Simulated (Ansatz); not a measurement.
α-quartz-type GeO₂ (metastable phase) was calculated with PBE-D3(BJ) in Ansatz (PAW).

Run with plane-wave cutoff 520 eV, 12×12×6 k mesh (along the axes of the cell as run), Fermi–Dirac smearing 0.01 eV, scalar-relativistic PAW data made under PBE.

Cell (relaxed at this level):

GeO$_{2}$ is modelled in the trigonal space group P3₂21 (No. 154), Pearson symbol hP9. Conventional cell: a = 4.994 Å, b = 4.994 Å, c = 5.720 Å, α = 90.00°, β = 90.00°, γ = 120.00°. Ge on 3a has 4 O at 1.764–1.771 Å (tetrahedral). O on 6c is surrounded by 2 Ge at 1.764–1.771 Å (bent). (Neighbours: up to the widest gap in distance over summed covalent radii, below 1.35, at either atom.)

Question: Estimate the bulk modulus, band gap, smallest direct gap on the k points sampled and pressure derivative B′ of the bulk modulus that the calculation returns.

Answer: 
- bulk modulus = 39.1 GPa
- band gap = 3.30 eV (indirect)
- smallest direct gap on the k points sampled = 3.34 eV
- pressure derivative B′ of the bulk modulus = 3.1

Measured, for comparison: bulk modulus 42 GPa (room temperature, no zero-point or thermal correction, from measured elastic constants; as tabulated in Sevik and Bulutay (2007), arXiv:cond-mat/0610176). Computed (rounded) less measured: bulk modulus -7 %.

Note: the bulk modulus comes from volumes at which shape and atoms were relaxed.

Spin–orbit coupling is not included.

Computed values are for the static lattice.

Ansatz is a program for electronic structure.
